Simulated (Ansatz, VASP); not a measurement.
**AlN: VASP beside Ansatz**

```
Al N
1.0
     0.00000   -2.20159   -2.20159
     0.00000    2.20159   -2.20159
     4.40317    0.00000    0.00000
Al N
2 2
Cartesian
  2.2015 0.0000 -2.2016
  0.0000 0.0000 0.0001
  1.1008 1.1008 -1.1008
  3.3024 -1.1009 -1.1008
```

Alike in both runs: functional PBE; k mesh 8 × 8 × 6; occupations gaussian, width 0.05 eV; no spin polarisation.

Ansatz relaxed the structure, and its values are those at the end. VASP's run is a single point on that final structure, the one shown.

|  | VASP | Ansatz |
| --- | --- | --- |
| version | VASP 6.6.1 | Ansatz 0.2.0 |
| potentials or method | VASP PAW PBE potentials, release 64 (Al, N) | scalar-relativistic, plane waves, PAW |
| plane-wave cutoff (eV) | 520 | 420 |
| valence electrons in the cell | 16 | 16 |

```tsv
	VASP	Ansatz	Ansatz less VASP
gap on the k mesh at the Fermi level (eV)	3.31	3.31	+0.007
least direct gap on the mesh (eV)	3.31	3.31	+0.007
pressure (GPa)	-0.3	0.0	+0.26
```

Ansatz warned: «stress_scf_threshold_loose».

A k mesh can miss the band edges.
